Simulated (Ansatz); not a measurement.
# S (diamond type): how the settings move a single-point run

How sensitive is a single-point run of S (diamond type) to its settings? A reference run comes first, then one run with altered input.

Method: reference: DFT, PBE, PAW with Ansatz's default frozen-core files, scalar-relativistic, in Ansatz 0.2.0.

1 further run of the same task is left out (it didn't finish).

### Step 1. The starting structure

The structure is cubic, space group Fd-3m (No. 227). The conventional cell has a = 5.540 Å, b = 5.540 Å, c = 5.540 Å, α = 90.00°, β = 90.00°, γ = 90.00°. Around S (site symmetry -43m) lie 4 S at 2.40 Å.

Coordinates:

```cif
data_structure
_symmetry_space_group_name_H-M 'P 1'
_symmetry_Int_Tables_number 1
_cell_length_a 3.9171
_cell_length_b 3.9171
_cell_length_c 3.9171
_cell_angle_alpha 60.000
_cell_angle_beta 60.000
_cell_angle_gamma 60.000
_cell_volume 42.50
loop_
_atom_site_label
_atom_site_type_symbol
_atom_site_fract_x
_atom_site_fract_y
_atom_site_fract_z
_atom_site_occupancy
S1 S 0.87500 0.87500 0.87500 1
S2 S 0.12500 0.12500 0.12500 1
```

### Step 2. The reference run

The input, input.yaml:

```yaml
crystal:
  lattice:
    - [0.0, 2.7698291284, 2.7698291284]
    - [2.7698291284, 0.0, 2.7698291284]
    - [2.7698291284, 2.7698291284, 0.0]
  atoms:
    - { symbol: S, position: [-0.125, -0.125, -0.125] }
    - { symbol: S, position: [0.125, 0.125, 0.125] }
kpoints:
  mp_grid: { grid: [9, 9, 9] }
scf:
  occupations: { method: fermi_dirac, width: 0.05 }
hamiltonian:
  xc: pbe
  pseudopotentials: { kind: paw }
output:
  forces: true
  stress: true
  eigenvalues: true
  efg: { contact_densities: true }
  populations: true
  write_density: true
  write_potential: true
  elf: true
  volumetric_format: npy
```

On the command line:

```bash
$ ansatz run input.yaml --threads 1 --pin off --max-ram 2048MiB --backend cpu --events-out ev --progress --plain --runs-dir out
```

### Step 3. Variant: mp_grid.shift [0.5, 0.5, 0.5]

input.yaml, as its differences from that of step 2:

```diff
@@ -9,3 +9,3 @@
 kpoints:
-  mp_grid: { grid: [9, 9, 9] }
+  mp_grid: { grid: [9, 9, 9], shift: [0.5, 0.5, 0.5] }
 scf:
@@ -21,5 +21 @@
   populations: true
-  write_density: true
-  write_potential: true
-  elf: true
-  volumetric_format: npy
```

Before running it: what results should come out? Wanted: for each run, ending; energy change; pressure; gap; force.

The runs gave:

```csv
run,ending,energy change,pressure (GPa),gap (eV),force (eV/Å),cycles,time
reference,converged,0,7.4,0.00,0.00,6,0.96 s
"1: mp_grid.shift [0.5, 0.5, 0.5]",converged,-2.2 meV/atom,7.3,0.00,0.03,6,1.6 s
```

Times don't compare one to one where runs were asked for different outputs or read a saved state (see the inputs); cycles may leave out searches for a lower state.

Residual by cycle in the longest SCF loop of each run; runs are numbered as in the table. The quantity is the density residual dr2, in eV.

```csv
cycle,reference,run 1
1,0.00206,0.00216
2,9.5e-4,9.6e-4
3,1.3e-5,2.2e-5
4,5.7e-7,2.3e-6
5,4.9e-9,1.7e-7
6,9.1e-12,1.8e-9
```

Changing the k-point mesh moves the energy by -2.2 meV/atom, and the largest force goes from 0.00 to 0.03 eV/Å. Sampling errors of the energy have no fixed sign. Semilocal functionals close small gaps, so the missing gap need not be the real solid's.
